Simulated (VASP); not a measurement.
# CoO (Fm-3m) in VASP: further runs

Runs on CoO. Level: PBE. Tasks: single point.

Program: VASP 6.6.1. These are calculated values, not measurements. Logs are shortened: lines on timing, memory, paths and dates and some standing lists are left out, and cuts for length are marked.

## Step 1: The structure

It takes space group Fm-3m (No. 225, cubic). The conventional cell has a = 4.263 Å, b = 4.263 Å, c = 4.263 Å, α = 90.00°, β = 90.00°, γ = 90.00°. Co (site symmetry m-3m) has 6 O at 2.13 Å as nearest neighbours. O (site symmetry m-3m) has 6 Co at 2.13 Å as nearest neighbours.

## Step 2: Single point, PBE, collinear spin, ferromagnetic start

Input file INCAR:

```
PREC = Accurate ; ENCUT = 520
EDIFF = 1E-7 ; ISMEAR = 0
SIGMA = 0.02 ; LREAL = False
LASPH = True ; NELM = 120
ALGO = Normal ; ISIF = 2
LWAVE = False ; LCHARG = False
ISPIN = 2 ; MAGMOM = 3 0
LORBIT = 11 ; LMAXMIX = 4
GGA = PE ; NBANDS = 18
```

Input file KPOINTS:

```
regular mesh
0
Gamma
  4 4 4
```

Input file POSCAR:

```
CoO
1.0
    0.0000000000      2.1315000000      2.1315000000
    2.1315000000      0.0000000000      2.1315000000
    2.1315000000      2.1315000000      0.0000000000
Co O
1 1
Direct
    0.0000000000      0.0000000000      0.0000000000
    0.5000000000      0.5000000000      0.5000000000
```

Potentials or basis: VASP PAW PBE potentials, release 64 (Co, O).

Run with:

```console
$ cat potpaw_PBE.64/Co/POTCAR potpaw_PBE.64/O/POTCAR > POTCAR
$ mpirun -np 1 vasp_std > vasp.out
```

OUTCAR:

```text
PREC = Accurate
   ENCUT = 520
   EDIFF = 1E-7
   ISMEAR = 0
   LREAL = False
   LASPH = True
   NELM = 120
   ISIF = 2
   ISPIN = 2
   LORBIT = 11
   GGA = PE

 ion  position               nearest neighbor table
   1  0.000  0.000  0.000-   2 2.13   2 2.13   2 2.13   2 2.13   2 2.13   2 2.13
   2  0.500  0.500  0.500-   1 2.13   1 2.13   1 2.13   1 2.13   1 2.13   1 2.13

  LATTYP: Found a face centered cubic cell.
 ALAT       =     4.2630000000

  Lattice vectors:

 A1 = (   0.0000000000,   2.1315000000,   2.1315000000)
 A2 = (   2.1315000000,   0.0000000000,   2.1315000000)
 A3 = (   2.1315000000,   2.1315000000,   0.0000000000)

Analysis of symmetry for initial positions (statically):
=====================================================================
 Subroutine PRICEL returns:
 Original cell was already a primitive cell.

 Routine SETGRP: Setting up the symmetry group for a
 face centered cubic supercell.

 Subroutine GETGRP returns: Found 48 space group operations
 (whereof 48 operations were pure point group operations)
 out of a pool of 48 trial point group operations.

The static configuration has the point symmetry O_h .

Analysis of symmetry for dynamics (positions and initial velocities):
=====================================================================
 Subroutine PRICEL returns:
 Original cell was already a primitive cell.

 Routine SETGRP: Setting up the symmetry group for a
 face centered cubic supercell.

 Subroutine GETGRP returns: Found 48 space group operations
 (whereof 48 operations were pure point group operations)
 out of a pool of 48 trial point group operations.

The dynamic configuration has the point symmetry O_h .

Analysis of structural, dynamic, and magnetic symmetry:
=====================================================================
 Subroutine PRICEL returns:
 Original cell was already a primitive cell.

 Routine SETGRP: Setting up the symmetry group for a
 face centered cubic supercell.

 Subroutine GETGRP returns: Found 48 space group operations
 (whereof 48 operations were pure point group operations)
 out of a pool of 48 trial point group operations.

The overall configuration has the point symmetry O_h .

 Subroutine INISYM returns: Found 48 space group operations
 (whereof 48 operations are pure point group operations),
 and found     1 'primitive' translations

----------------------------------------------------------------------------------------

                                     Primitive cell

  volume of cell :      19.3681

  direct lattice vectors                    reciprocal lattice vectors
     0.000000000  2.131500000  2.131500000    -0.234576589  0.234576589  0.234576589
     2.131500000  0.000000000  2.131500000     0.234576589 -0.234576589  0.234576589
     2.131500000  2.131500000  0.000000000     0.234576589  0.234576589 -0.234576589

  length of vectors
     3.014396208  3.014396208  3.014396208     0.406298571  0.406298571  0.406298571

  position of ions in fractional coordinates (direct lattice)
     0.000000000  0.000000000  0.000000000
     0.500000000  0.500000000  0.500000000

  ion indices of the primitive-cell ions
   primitive index   ion index
                 1           1
                 2           2

----------------------------------------------------------------------------------------

 KPOINTS: regular mesh

Automatic generation of k-mesh.
 Grid dimensions read from file:
 generate k-points for:    4    4    4

 Generating k-lattice:

  Cartesian coordinates                     Fractional coordinates (reciprocal lattice)
    -0.058644147  0.058644147  0.058644147     0.250000000  0.000000000  0.000000000
     0.058644147 -0.058644147  0.058644147     0.000000000  0.250000000  0.000000000
     0.058644147  0.058644147 -0.058644147     0.000000000  0.000000000  0.250000000

  Length of vectors
     0.101574643  0.101574643  0.101574643

  Shift w.r.t. Gamma in fractional coordinates (k-lattice)
     0.000000000  0.000000000  0.000000000

 Subroutine IBZKPT returns following result:
 ===========================================

 Found      8 irreducible k-points:

 Following reciprocal coordinates:
            Coordinates               Weight
  0.000000  0.000000  0.000000      1.000000
  0.250000  0.000000  0.000000      8.000000
  0.500000  0.000000  0.000000      4.000000
  0.250000  0.250000  0.000000      6.000000
  0.500000  0.250000  0.000000     24.000000
 -0.250000  0.250000  0.000000     12.000000
  0.500000  0.500000  0.000000      3.000000
 -0.250000  0.500000  0.250000      6.000000
   k-points           NKPTS =      8   k-points in BZ     NKDIM =      8   number of bands    NBANDS=     18
   number of dos      NEDOS =    301   number of ions     NIONS =      2
   total plane-waves  NPLWV =  13824
   dimension x,y,z NGX =    24 NGY =   24 NGZ =   24
   dimension x,y,z NGXF=    48 NGYF=   48 NGZF=   48
   ions per type =               1   1
   NGX,Y,Z   is equivalent  to a cutoff of  13.24, 13.24, 13.24 a.u.
   NGXF,Y,Z  is equivalent  to a cutoff of  26.47, 26.47, 26.47 a.u.
 SYSTEM =  unknown system
   PREC   = accura    normal or accurate (medium, high low for compatibility)
   ISTART =      0    job   : 0-new  1-cont  2-samecut
   ICHARG =      2    charge: 1-file 2-atom 10-const
   ISPIN  =      2    spin polarized calculation?
   LNONCOLLINEAR =      F non collinear calculations
   LSORBIT =      F    spin-orbit coupling
   LASPH  =      T    aspherical Exc in radial PAW
   ENCUT  =  520.0 eV  38.22 Ry    6.18 a.u.   5.60  5.60  5.60*2*pi/ulx,y,z
   NELM   =    120;   NELMIN=  2; NELMDL= -5     # of ELM steps
   EDIFF  = 0.1E-06   stopping-criterion for ELM
   LREAL  =      F    real-space projection
   EDIFFG = 0.1E-05   stopping-criterion for IOM
   NSW    =      0    number of steps for IOM
   IBRION =     -1    ionic relax: 0-MD 1-quasi-New 2-CG
   NFREE  =      0    steps in history (QN), initial steepest desc. (CG)
   ISIF   =      2    stress and relaxation
   ISYM   =      2    0-nonsym 1-usesym 2-fastsym
   POTIM  = 0.5000    time-step for ionic-motion
   TEBEG  =    0.0;   TEEND  =   0.0 temperature during run
   PSTRESS=    0.0 pullay stress
   NELECT =      15.0000    total number of electrons
   NUPDOWN=      -1.0000    fix difference up-down
   EMIN   =  10.00;   EMAX   =-10.00  energy-range for DOS
   EFERMI =   0.00;   METHOD = LEGACY
   ISMEAR =     0;   SIGMA  =   0.02  broadening in eV -4-tet -1-fermi 0-gaus
   EFERMI_NEDOS =   21; number of points for ismear=-14 and -15
   IALGO  =     38    algorithm
   IMIX   =      4    mixing-type and parameters
     AMIX     =   0.40;   BMIX     =  1.00
     AMIX_MAG =   1.60;   BMIX_MAG =  1.00
  volume/ion in A,a.u.               =       9.68        65.35
  Fermi-wavevector in a.u.,A,eV,Ry     =   1.503407  2.841027 30.752334  2.260233
  Thomas-Fermi vector in A             =   2.614521
   LORBIT       =     11    0 simple, 1 ext, 2 COOP (PROOUT), +10 PAW based schemes
   GGA     = PE    functional components
   LHFCALC =     F    Hartree Fock is set to
   AEXX    =    0.0000 exact exchange contribution
   IVDW    =     0    specifies the selected vdW correction
   LEPSILON=     F    determine dielectric tensor
   LRPA    =     F    only Hartree local field effects (RPA)
 spin polarized calculation
 Gauss-broadening in eV      SIGMA  =   0.02
  energy-cutoff  :      520.00
  volume of cell :       19.37
 maximum number of plane-waves:       544
 NGX is ok and might be reduce to    24
   NGX = 11   NGY = 11   NGZ = 11

 number of electron      15.0000008 magnetization       2.3749984

 Free energy of the ion-electron system (eV)
  ---------------------------------------------------
  ext. energy  EPLUGINS =         0.00000000
  ---------------------------------------------------
  free energy    TOTEN  =       -13.05651896 eV

  energy without entropy =      -13.05519359  energy(sigma->0) =      -13.05585627

 E-fermi :   7.8465     XC(G=0): -12.3969

 val. band max:        7.8327704503   @ k =   0.5000   0.2500   0.0000
 cond. band min:       7.9239320933   @ k =   0.0000   0.0000   0.0000
 fundamental gap:      0.0911616430
 Fermi energy:         7.8464529353

 spin component 1

 k-point     1 :       0.0000    0.0000    0.0000
  band No.  band energies     occupation
      1     -12.3392      1.00000
      2       4.7146      1.00000
      3       4.7146      1.00000
      4       4.7146      1.00000
      5       4.9086      1.00000
      6       4.9086      1.00000
[... 10 lines left out ...]
     17      29.3890      0.00000
     18      32.8186      0.00000
[... 127 lines left out ...]
 k-point     8 :      -0.2500    0.5000    0.2500
  band No.  band energies     occupation
      1     -11.0007      1.00000
      2       1.7684      1.00000
      3       1.7684      1.00000
      4       1.9100      1.00000
      5       5.6325      1.00000
      6       5.8982      1.00000
[... 10 lines left out ...]
     17      37.8176      0.00000
     18      39.1584      0.00000
 Fermi energy:         7.8464529353

 spin component 2

 k-point     1 :       0.0000    0.0000    0.0000
  band No.  band energies     occupation
      1     -12.0803      1.00000
      2       4.9912      1.00000
      3       4.9912      1.00000
      4       4.9912      1.00000
      5       6.7473      1.00000
      6       6.7475      1.00000
[... 10 lines left out ...]
     17      30.2242      0.00000
     18      33.5678      0.00000
[... 127 lines left out ...]
 k-point     8 :      -0.2500    0.5000    0.2500
  band No.  band energies     occupation
      1     -10.7088      1.00000
      2       2.1048      1.00000
      3       2.1048      1.00000
      4       2.6672      1.00000
      5       7.4230      1.00000
      6       7.4232      1.00000
[... 10 lines left out ...]
     17      38.3760      0.00000
     18      39.1752      0.00000

------------------------ aborting loop because EDIFF is reached ----------------------------------------

  FORCE on cell =-STRESS in cart. coord.  units (eV):
  Direction    XX          YY          ZZ          XY          YZ          ZX
  --------------------------------------------------------------------------------------
  -------------------------------------------------------------------------------------
  Total       -0.9090048     -0.9090048     -0.9090048      0.0000000      0.0000000     -0.0000000
  in kB      -75.1953134    -75.1953134    -75.1953134      0.0000000      0.0000000     -0.0000000
  external PRESSURE =     -75.1953134 kB  Pullay stress =       0.0000000 kB

 VOLUME and BASIS-vectors are now :
 -----------------------------------------------------------------------------
  energy-cutoff  :      520.00
  volume of cell :       19.37
      direct lattice vectors                 reciprocal lattice vectors
     0.000000000  2.131500000  2.131500000    -0.234576589  0.234576589  0.234576589
     2.131500000  0.000000000  2.131500000     0.234576589 -0.234576589  0.234576589
     2.131500000  2.131500000  0.000000000     0.234576589  0.234576589 -0.234576589

 POSITION                                       TOTAL-FORCE (eV/Angst)
 -----------------------------------------------------------------------------------
      0.00000      0.00000      0.00000         0.000000     -0.000000     -0.000000
      2.13150      2.13150      2.13150        -0.000000      0.000000      0.000000
 -----------------------------------------------------------------------------------
    total drift:                                0.000000     -0.000000     -0.000000

  FREE ENERGIE OF THE ION-ELECTRON SYSTEM (eV)
  ---------------------------------------------------
  free  energy   TOTEN  =       -13.0565189566 eV

  energy  without entropy=      -13.0551935870  energy(sigma->0) =      -13.05585627

 total charge

# of ion       s       p       d       tot
------------------------------------------
    1        0.286   0.349   7.186   7.821
    2        1.558   3.402   0.000   4.960
--------------------------------------------------
tot          1.845   3.750   7.186  12.781

 magnetization (x)

# of ion       s       p       d       tot
------------------------------------------
    1        0.023   0.018   2.160   2.200
    2        0.025   0.113   0.000   0.138
--------------------------------------------------
tot          0.048   0.131   2.160   2.338
```

Run time: 17 s. Hardware: 1 thread of Intel Xeon Platinum 8488C (Sapphire Rapids), shared host; peak memory 0.14 GiB.

Results:

* Free energy: -13.0565 eV
* Pressure: -7.5 GPa
* Band gap on the k mesh: none (metal or under the smearing width)
* Net moment: 2.37 μB per cell
* Site moments: Co +2.20; O +0.14 μB
* Valence electrons inside the program's atomic spheres: Co 7.82; O 4.96

Levels at points of the mesh, in eV from the Fermi level:
Spin up:
| k point | band 7 | band 8 | band 9 | band 10 | band 11 | band 12 |
| --- | --- | --- | --- | --- | --- | --- |
| (0.00, 0.00, 0.00) | -2.69 | -2.69 | -2.69 | 1.04 | 16.89 | 18.22 |
| (0.50, 0.00, 0.00) | -1.45 | 0.29 | 0.29 | 5.12 | 9.38 | 13.50 |
| (0.50, 0.50, 0.00) | -2.09 | -1.66 | -1.66 | 5.95 | 9.83 | 11.81 |
Spin down:
```
           k point  band 2  band 3  band 4  band 5  band 6  band 7  band 8  band 9  band 10  band 11
(0.00, 0.00, 0.00)   -2.86   -2.86   -2.86   -1.10   -1.10   -1.10    0.08    0.08     1.45    16.82
(0.50, 0.00, 0.00)   -7.68   -4.79   -4.79   -0.14   -0.14    0.13    2.59    2.59     5.34     9.93
(0.50, 0.50, 0.00)   -6.53   -4.06   -4.06   -2.20    0.11    0.11    0.54    0.97     6.71    10.11
```

Caveat: the k mesh is coarse (spacing up to 0.64 Å⁻¹), so the values aren't converged; a cell with one magnetic atom can't hold antiferromagnetic order, which such compounds often take; semilocal functionals often make such compounds metallic where correlation or magnetic order opens a gap, which also shifts bond lengths. With open d or f shells a metallic result of PBE can be an artefact of self-interaction; +U or a hybrid may open a gap.

## Step 3: Single point, PBE, collinear spin, ferromagnetic start

INCAR is that of step 2.

Input file KPOINTS:

```
regular mesh
0
Gamma
  6 6 6
```

POSCAR is that of step 2.

Potentials or basis: VASP PAW PBE potentials, release 64 (Co, O).

Run with:

```console
$ cat potpaw_PBE.64/Co/POTCAR potpaw_PBE.64/O/POTCAR > POTCAR
$ mpirun -np 1 vasp_std > vasp.out
```

Run time: 22 s. Hardware: 1 thread of Intel Xeon Platinum 8488C (Sapphire Rapids), shared host; peak memory 0.14 GiB.

It converged, with:

- Free energy: -13.0522 eV
- Pressure: -4.5 GPa
- Band gap on the k mesh: none (metal or under the smearing width)
- Net moment: 2.70 μB per cell
- Site moments: Co +2.42; O +0.24 μB
- Valence electrons inside the program's atomic spheres: Co 7.80; O 4.97

Levels at points of the mesh, in eV from the Fermi level:
Spin up:
```csv
k point,band 5,band 6,band 7,band 8,band 9,band 10,band 11,band 12,band 13,band 14
"(0.00, 0.00, 0.00)",-3.14,-3.14,-2.94,-2.94,-2.94,0.99,16.85,18.14,18.14,18.14
"(0.50, 0.00, 0.00)",-2.22,-2.22,-1.69,0.15,0.15,5.07,9.32,13.44,13.44,20.47
"(0.50, 0.50, 0.00)",-3.80,-2.81,-2.32,-1.94,-1.94,5.87,9.79,11.71,15.73,15.73
```
Spin down:
```
           k point  band 4  band 5  band 6  band 7  band 8  band 9
(0.00, 0.00, 0.00)   -2.69   -1.11   -1.11   -1.11    0.05    0.05
(0.50, 0.00, 0.00)   -4.70   -0.15   -0.15    0.14    2.63    2.63
(0.50, 0.50, 0.00)   -3.92   -2.22    0.10    0.10    0.52    0.96
```

Caveat: the k mesh is coarse (spacing up to 0.43 Å⁻¹), so the values aren't converged; a cell with one magnetic atom can't hold antiferromagnetic order, which such compounds often take; semilocal functionals often make such compounds metallic where correlation or magnetic order opens a gap, which also shifts bond lengths. With open d or f shells a metallic result of PBE can be an artefact of self-interaction; +U or a hybrid may open a gap.
